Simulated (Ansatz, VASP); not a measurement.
Two plane-wave programs on AgCl

```xyz
2
Lattice="0.0000 2.7731 2.7731 2.7731 0.0000 2.7731 2.7731 2.7731 0.0000" Properties=species:S:1:pos:R:3 pbc="T T T"
Ag    2.7731    2.9232    2.7731
Cl    0.0000    0.0000    0.0000
```

Change from the starting cell: one atom moved.

Alike in both runs: task single point; functional PBE; k mesh 8 × 8 × 8; occupations gaussian, width 0.02 eV; no spin polarisation.

|  | VASP | Ansatz |
| --- | --- | --- |
| version | VASP 6.6.1 | Ansatz 0.2.0 |
| potentials or method | VASP PAW PBE potentials, release 64 (Ag, Cl) | scalar-relativistic, plane waves, PAW |
| plane-wave cutoff (eV) | 520 | 420 |
| valence electrons in the cell | 18 | 26 |

```csv
,VASP,Ansatz,Ansatz less VASP
gap on the k mesh at the Fermi level (eV),0.94,0.94,+0.003
least direct gap on the mesh (eV),2.72,2.72,+0.002
pressure (GPa),1.8,2.0,+0.14
largest component of the traceless stress (GPa),0.72,0.73,+0.002
rms of the force components (eV/Å),0.114,0.116,+0.0015
```

Atom by atom the forces differ by 0.001 eV/Å (rms over components). The two sets of potentials don't hold the same shells in valence.

A k mesh can miss the band edges.
